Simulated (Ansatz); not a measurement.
# Trial structures of Si5Ge: starts and ends

Method: DFT PBE, scalar-relativistic, plane waves, PAW (Ansatz). Settings: cutoff 420 eV, Γ-centred meshes spaced at most about 0.3 Å⁻¹, and about 0.25 Å⁻¹ or finer for metals (2π included), Gaussian smearing. No spin polarisation in the final relaxations.

Each guess was relaxed in cell and atoms at zero pressure, within the symmetry of its start. All energies are static (0 K, no zero-point motion). Coordination counts Si atoms around Ge (those within 1.25 times the shortest such distance or 1.15 times the sum of covalent radii; the shortest distance is added where it exceeds 1.18 times the sum of covalent radii). For orderings, «n of Z unlike» gives the unlike atoms among the Z nearest shared sites at the start, averaged over those sites.

| guess | made from | start group | V start (Å³/atom) | end group | V end (Å³/atom) | coordination at the end | gap on mesh (eV) | E over the lowest end (meV/atom) |
| --- | --- | --- | --- | --- | --- | --- | --- | --- |
| 1 | Si/Ge on fcc sites, 3.3 of 12 unlike | Pmmm | 15.9 | P4/mmm | 15.5 | Ge 10 from 2.9 Å | 0 | 0 |
| 2 | Si/Ge on hcp sites, 2.0 of 12 unlike | P-6m2 | 15.9 | P-6m2 | 15.3 | Ge 6 from 3.0 Å | 0 | 24 |
| 3 | Si/Ge on fcc sites, 2.0 of 12 unlike | P-3m1 | 15.9 | P-3m1 | 15.6 | Ge 6 from 3.0 Å | 0 | 48 |
| 4 | Si/Ge on hcp sites, 4.0 of 12 unlike | P-62m | 15.9 | P-62m | 15.4 | Ge 12 from 2.8 Å | 0 | 43 |
| 5 | Si/Ge on hcp sites, 4.0 of 12 unlike | P-62m | 15.9 | ? | ? | ? | ? | ? |

Guess 5 as it starts:

```
Si Ge
1.0
     4.89538    0.00000    0.00000
    -2.44769    4.23953    0.00000
     0.00000    0.00000    4.59015
Si Ge
5 1
Direct
  0.66667 0.33333 0.00000
  0.33333 0.66667 0.00000
  0.33333 0.00000 0.50000
  0.00000 0.33333 0.50000
  0.66667 0.66667 0.50000
  0.00000 0.00000 0.00000
```

Question: Predict the end of this guess and its energy over the lowest end.

Answer: It ends in Si and Ge ordered on hcp sites, space group P-62m (No. 189), with a = 4.814 Å, c = 4.594 Å, 15.4 Å³/atom and no gap. It lies 47 meV/atom over the lowest end, within the noise of guess 4 and within the noise of guess 3. Counting Si atoms around Ge, this end has Ge 12 from 2.8 Å and the lowest (guess 1) has Ge 10 from 2.9 Å.

```cif
data_structure
_symmetry_space_group_name_H-M 'P-62m'
_symmetry_Int_Tables_number 189
_cell_length_a 4.8143
_cell_length_b 4.8143
_cell_length_c 4.5940
_cell_angle_alpha 90.000
_cell_angle_beta 90.000
_cell_angle_gamma 120.000
_cell_volume 92.21
loop_
_atom_site_label
_atom_site_type_symbol
_atom_site_symmetry_multiplicity
_atom_site_Wyckoff_symbol
_atom_site_fract_x
_atom_site_fract_y
_atom_site_fract_z
_atom_site_occupancy
Si1 Si 2 c 0.66667 0.33333 0.00000 1
Si2 Si 3 g 0.35535 0.00000 0.50000 1
Ge1 Ge 1 a 0.00000 0.00000 0.00000 1
```

The zero of energy is the elements' standard structures at the same level; no fitted shifts are applied.

Question: Is the lowest end bound against the elements?

Answer: No: its formation energy is +0.48 eV/atom. It can't be a ground state, since the elements alone are lower.

For metals, differences of a few meV/atom aren't resolved. Cells relaxed within their symmetry can be saddle points. A lower structure may well exist outside this small set. Some candidate types were left out of the draw beforehand, so a known form may be missing.
